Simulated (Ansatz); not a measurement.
System: LiF (rock salt type), 2 atoms in the cell.

```yaml
crystal:
  lattice:
    - [0.00000, 2.03500, 2.03500]
    - [2.03500, 0.00000, 2.03500]
    - [2.03500, 2.03500, 0.00000]
  atoms:
    - { symbol: Li, position: [0.00000, 0.00000, 0.00000] }
    - { symbol: F, position: [0.50000, 0.50000, 0.50000] }
```
Lattice in Å, positions in fractions of it.

Theory: PBE, plane waves, PAW datasets (generated soft set 1) in Ansatz.

Cutoff 420 eV; k-mesh 6×6×6 Γ-centred; Fermi–Dirac smearing of 0.02 eV; no spin polarisation.

(1) How large is the gap on this mesh, is it direct, and where do the band edges lie (fractions of the reciprocal vectors of this cell)?

(2) List the levels near the gap at (0.000, 0.000, 0.000), (0.000, 0.000, 0.333), (0.000, 0.000, -0.500), (0.000, 0.167, 0.167), (0.000, 0.167, 0.333), in eV from the top of the valence band (v1 is the highest filled band, c1 the lowest empty one).

Results:

(1) 8.82 eV, direct at (0.000, 0.000, 0.000).

(2) 
```tsv
k	v4	v3	v2	v1	c1	c2	c3
(0.000, 0.000, 0.000)	-19.88	0.00	0.00	0.00	8.82	23.55	23.55
(0.000, 0.000, 0.333)	-19.58	-1.89	-0.16	-0.16	10.49	16.78	19.40
(0.000, 0.000, -0.500)	-19.47	-2.42	-0.21	-0.21	10.64	16.39	18.66
(0.000, 0.167, 0.167)	-19.75	-0.67	-0.24	-0.24	9.93	20.27	20.89
(0.000, 0.167, 0.333)	-19.56	-1.63	-0.45	-0.42	11.14	17.05	19.32
```

Semilocal functionals give gaps that mostly lie well below measured ones.
